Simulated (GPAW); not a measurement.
The system is Ti.

```xyz
2
Lattice="2.9500 0.0000 0.0000 -1.4750 2.5548 0.0000 0.0000 0.0000 4.6800" Properties=species:S:1:pos:R:3 pbc="T T T"
Ti    1.4750    0.8516    3.5100
Ti    0.0000    1.7032    1.1700
```

- Program: GPAW 26.7.0
- Task: relaxation of cell and atoms
- Functional: BLYP
- Dispersion: D3(BJ)
- Potentials or basis: PAW data sets generated in the run's folder for this functional
- Cutoff: 600 eV
- Basis: pw
- k mesh: 10 × 10 × 6
- Occupations: fermi-dirac, width 0.05 eV
- Spin: no spin polarisation

At the start: pressure -13.0 GPa; volume 17.64 Å³/atom.

Problem. How do energy, volume and symmetry change on relaxing?

Solution. Over 4 steps the energy falls by 81.9 meV/atom and the volume is 15.57 Å³/atom (-11.7 %); space group P6_3/mmc (No. 194, to 0.05 Å).

The path:
```
step  energy change (eV)  largest force (eV/Å)  pressure (GPa)  volume (Å³)
   1              0.0000                0.0000          -13.02        35.27
   2             -0.0727                0.0000          -10.39        34.20
   3             -0.1596                0.0000            1.44        30.78
   4             -0.1638                0.0000           -0.11        31.14
```

Final structure:
```
CELL_PARAMETERS angstrom
2.83251 0.00000 0.00000
-1.41626 2.45303 0.00000
0.00000 0.00000 4.48215
ATOMIC_POSITIONS crystal
Ti 0.66667 0.33333 0.75000
Ti 0.33333 0.66667 0.25000
```

Caveat: later steps reuse the first step's grids; the volume moved by -12 % from the deposited cell, more than functionals usually miss; pairwise dispersion overbinds metals, which lowers pressure and volume.
